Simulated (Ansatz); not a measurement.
The calculation used DFT PBE, scalar-relativistic, plane waves, PAW in Ansatz. All cells share a 420 eV cutoff and Γ-centred k meshes spaced at most about 0.3 Å⁻¹ (about 0.25 or finer for metals, 2π included). No spin polarisation.

All energies are static (0 K, no zero-point motion).

Question: Which of these relaxed structures of Cu4O is the lowest in energy?
A.

```
Cu O
1.0
    -2.52446    2.52446    2.52446
     2.52446   -2.52446    2.52446
     2.52446    2.52446   -2.52446
Cu O
4 1
Direct
  0.00000 0.00000 0.50000
  0.00000 0.50000 0.00000
  0.50000 0.00000 0.00000
  0.50000 0.50000 0.50000
  0.00000 0.00000 0.00000
```

B.

```
Cu O
1.0
     3.96139    0.00000    0.00000
     0.00000    3.96139    0.00000
     0.00000    0.00000    3.96139
Cu O
4 1
Direct
  0.00000 0.00000 0.00000
  0.50000 0.50000 0.00000
  0.50000 0.00000 0.50000
  0.00000 0.50000 0.50000
  0.50000 0.50000 0.50000
```

C.

```
Cu O
1.0
     4.97633    0.00000    0.00000
    -2.48817    4.30963    0.00000
     0.00000    0.00000    3.56333
Cu O
4 1
Direct
  0.00000 0.00000 0.00000
  0.50000 0.00000 0.00000
  0.00000 0.50000 0.00000
  0.50000 0.50000 0.00000
  0.00000 0.00000 0.50000
```

Answer: B. The next of these, A, lies 183 meV/atom higher. Forms: B Pm-3m; A Im-3m; C P6/mmm. Counting Cu atoms around O (those within 1.25 times the shortest such distance or 1.15 times the sum of covalent radii): B has O 6; A has O 8; C has O 2. All come from invented guesses. Even the lowest of the cells shown lies +0.10 eV/atom against the elements.

No Hubbard U is applied to the 3d shell of Cu. Cells relaxed within their symmetry can be saddle points. Some types were kept out of the candidates beforehand, so the set may lack a known form.
